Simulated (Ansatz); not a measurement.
Two Ansatz runs on N

The structure comes from a relaxation in the same program, started in the diamond type, and has space group Fd-3m. Whether it is a known phase or the ground state wasn't checked.

First run: DFT, PBE, all-electron PAW with datasets made for the crystal, scalar-relativistic (Ansatz 0.2.0).

Command: `ansatz run input.yaml --threads 1 --pin off --max-ram 2048MiB --backend cpu --events-out ev --progress --plain --runs-dir out` The run took 5.1 s on 1 thread of Arm Neoverse V2, on a shared host, peak memory 0.3 GiB.

```yaml
crystal:
  lattice:
    - [0.0, 2.092068036, 2.092068036]
    - [2.092068036, 0.0, 2.092068036]
    - [2.092068036, 2.092068036, 0.0]
  atoms:
    - { symbol: "N", position: [0.0, 0.0, 0.0] }
    - { symbol: "N", position: [0.25, 0.25, 0.25] }
kpoints:
  mp_grid: { grid: [13, 13, 13] }
  band_path:
    path:
      - [0.0, 0.0, 0.0]
      - [0.5, 0.0, 0.5]
      - [0.625, 0.25, 0.625]
      - [0.375, 0.375, 0.75]
      - [0.0, 0.0, 0.0]
      - [0.5, 0.5, 0.5]
      - [0.5, 0.25, 0.75]
      - [0.5, 0.0, 0.5]
    npoints: 8
scf:
  occupations: { method: fermi_dirac, width: 0.08 }
hamiltonian:
  xc: pbe
  pseudopotentials: { kind: all_electron, datasets: crystal }
output:
  forces: true
  stress: true
  eigenvalues: true
  efg: { contact_densities: true }
```

Result: converged; pressure -0.02 GPa; no gap on the k mesh; 6 SCF iterations.

The input is then changed:

```diff
@@ -5,8 +5,8 @@
     - [2.092068036, 2.092068036, 0.0]
   atoms:
-    - { symbol: "N", position: [0.0, 0.0, 0.0] }
-    - { symbol: "N", position: [0.25, 0.25, 0.25] }
+    - { symbol: "N", position: [0.0, 0.0, 0.0], spin: 2.0 }
+    - { symbol: "N", position: [0.25, 0.25, 0.25], spin: 2.0 }
 kpoints:
-  mp_grid: { grid: [13, 13, 13] }
+  mp_grid: { grid: [6, 6, 6] }
   band_path:
     path:
@@ -22,4 +22,5 @@
 scf:
   occupations: { method: fermi_dirac, width: 0.08 }
+  mixing: { preconditioner: kerker_dos }
 hamiltonian:
   xc: pbe
@@ -30,3 +31,5 @@
   eigenvalues: true
   efg: { contact_densities: true }
+magnetization:
+  spin_polarized: true
```

Q: Predict the outcome of the changed run.

A: It converged; pressure 1.07 GPa; moment 0.00 μB; 5 SCF iterations. Some of these settings are too coarse for converged properties.

The results part of its log:

```
SCF 1 converged in 5 iterations: F = -2973.916744 eV  dr2 = 9.60e-9
  Residual-converged pass: ⟨swp⟩=3.0  Hψ=644  notcnv=0  max |occ|·‖R‖ = 5.2e-6 eV (tolerance 5.3e-6 eV)  dr2=9.73e-9  dr2_m=5.23e-17  dr2_onsite=3.05e-9  max |Δocc| = 3.9e-11
  greatest PAW one-centre occupation: 0.809 electrons in one spin orbital (limit 2), on the N atom at site 1 (counted from 0), in its partial waves of l = 0
WARN: the starting moments were not kept: the SCF closed with an absolute magnetisation of 2.6e-9 μB, where they sum to 4 μB in size (2 sites). That is at most 0.1 of that sum. Measured as dr2_m measures the in/out step, that magnetisation stands 4.1e-18 eV from none, at or under the dr2_threshold of 6.2e-8 eV: it is no larger than a step whose dr2_m would equal this threshold. The system may hold no moment; this SCF shows only that its start led to no more than that. This SCF took its magnetisation from a saved state (the deck's checkpoint.read, a session's seed or a resume), or from the single point or search that the run made first, and not from the starting moments. Where the run's atoms have moved since that state, how it is taken is a key of its own (checkpoint.density_extrapolation: follow_atoms, where typed, takes the whole of its magnetisation to them with its atoms, but for some exceptions; the density_extrapolation keyword of a session's seed is the same key). To be rid of a resumed run's state, run its deck in a fresh run directory. To be rid of the state of a single point that the run made first, give starting moments in the input or, where a deck that gives them still makes one, type scf.lower_state_search: off. To try another start, run it without that state. A second SCF, from the converged charge density, with the starting moments and any scf.initial_density.shell_occupations laid on it anew, would have followed, and was not run: the deck does not ask for one (magnetization.retry_lost_moments is false, the default). To let it run, set magnetization.retry_lost_moments: true and run the deck again, where that key's refused combinations let it; where memory then withholds it, that run's warning says so.
NSCF: frozen V_eff on 57 k-points
SCF converged after 5 iterations
Magnetization: 0.0000 μB (5.0000 up, 5.0000 down)
Absolute magnetization: 0.0000 μB (∫|ρ↑−ρ↓|)
Spin contamination: -0.0164 ħ² per cell (⟨S²⟩ above its minimum at these occupations)
Per-site moments (μB) at R_I (Å): [(9.540217283640194e-10, 0.7473609270688347), (9.540216986748247e-10, 0.7473609270688347)]
Free energy (F): -2973.916744 eV
Harris-Foulkes:  -2973.916744 eV  (|F-HF|=6.78e-9)
Internal energy: -2973.908770 eV  (E = F + TS)
E sigma→0 (E₀):  -2973.912757 eV
Entropy (-TS):   -0.007974 eV (-3.987 meV/atom)
Past the cutoff: the bands carry plane waves up to 1.75 times it, of which those up to 1.5 times it add -0.000070 eV an atom, each by itself; the spheres take 0.000089 eV an atom off the energy for waves past 1.75 times it
By the cutoff:   a pressure is off by up to 0.006 GPa (1.2 times the spheres' own share and the shells' term, over an atom's volume, and 0.004 GPa: a bound that held against runs at twice the plane waves)
Past the cutoffs: a stress includes 0.0011 GPa for waves and charges beyond them, in addition to the slope of what the spheres take
In the spheres:  the bands' charges fall short by 5.0e-7 e at most (sound up to 1e-3)
Fermi energy:    6.929740 eV
--- Per-component energies (eV) ---
  The terms above E_closure are by the made datasets' own strengths, without shells solved beside the bands.
--- Forces (eV/Å), atoms counted from 1 ---
  atom   1  N      0.00000000    -0.00000000     0.00000000
  atom   2  N      0.00000000    -0.00000000    -0.00000000
  max |Σ_I F_I| component: 2.06e-16 eV/Å
--- Stress (GPa, compression-positive) ---
        1.071827      -0.000000      -0.000000
        0.000000       1.071827       0.000000
       -0.000000       0.000000       1.071827
  P = ⅓ Tr σ = 1.0718 GPa (10.718 kbar)
--- PAW observables at the nuclei: V_zz in 10²¹ V/m², potentials from the cell's mean, atoms counted from 1 ---
  atom   1  N  V_zz =    +0.000000   η = 0.0000   by run symmetry: forbidden
            electrostatic potential = -510.287528 V   contact ρ = 1430.239688 e/Å³   contact ρ_s (e/Å³): all electrons +0.000000, valence +0.000000
  atom   2  N  V_zz =    +0.000000   η = 0.0000   by run symmetry: forbidden
            electrostatic potential = -510.287528 V   contact ρ = 1430.239688 e/Å³   contact ρ_s (e/Å³): all electrons +0.000000, valence +0.000000
--- Band table (eV; the first three rows and the last of 32) ---
  k-point 0 ↑: bands = ["-13.6346", "0.8205", "3.2660", "3.2660", "3.2660", "7.3798", "7.3798", "7.3798", "17.7244"]
  k-point 1 ↑: bands = ["-13.1662", "-1.4067", "2.8032", "2.8032", "3.8746", "7.9619", "7.9619", "8.3105", "18.5845"]
  k-point 2 ↑: bands = ["-11.8994", "-4.6051", "2.1238", "2.1238", "3.6791", "8.8105", "8.8105", "10.4104", "19.8009"]
  k-point 15 ↓: bands = ["-8.3833", "-8.3833", "-0.3592", "-0.3592", "7.4599", "7.4599", "11.1063", "11.1063", "19.7695"]
```
